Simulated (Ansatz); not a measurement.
HgTe:

```
CELL_PARAMETERS angstrom
0.00000 3.18000 3.18000
3.18000 0.00000 3.18000
3.18000 3.18000 0.00000
ATOMIC_POSITIONS crystal
Hg 0.00000 0.00000 0.00000
Te 0.50000 0.50000 0.50000
```

Measurements of this composition are mostly on another form, of space group No. 216.

Program: Ansatz 0.2.0. Alike in all runs: cell as given. Hardware: 1 thread of Arm Neoverse V1 (shared host).

Question: Order these runs on this cell by their wall time, lowest first.
A. task atomic charges; level PBEsol+D3(BJ); potentials or basis Ansatz PAW polarizable; spin off; k mesh 7 × 7 × 7; cutoff (eV) 420; smearing methfessel-paxton 0.025 eV
B. task single point; level HSE03; potentials or basis Ansatz PAW; spin SOC, no magnetisation; k mesh 5 × 5 × 5; cutoff (eV) 420; smearing cold 0.025 eV
C. task density of states; level HSE03; potentials or basis PseudoDojo standard (PBE files); spin off; k mesh 5 × 5 × 5; cutoff (eV) 1120; smearing fermi-dirac 0.1 eV

Answer: A (9.9 s), B (280 s), C (710 s).
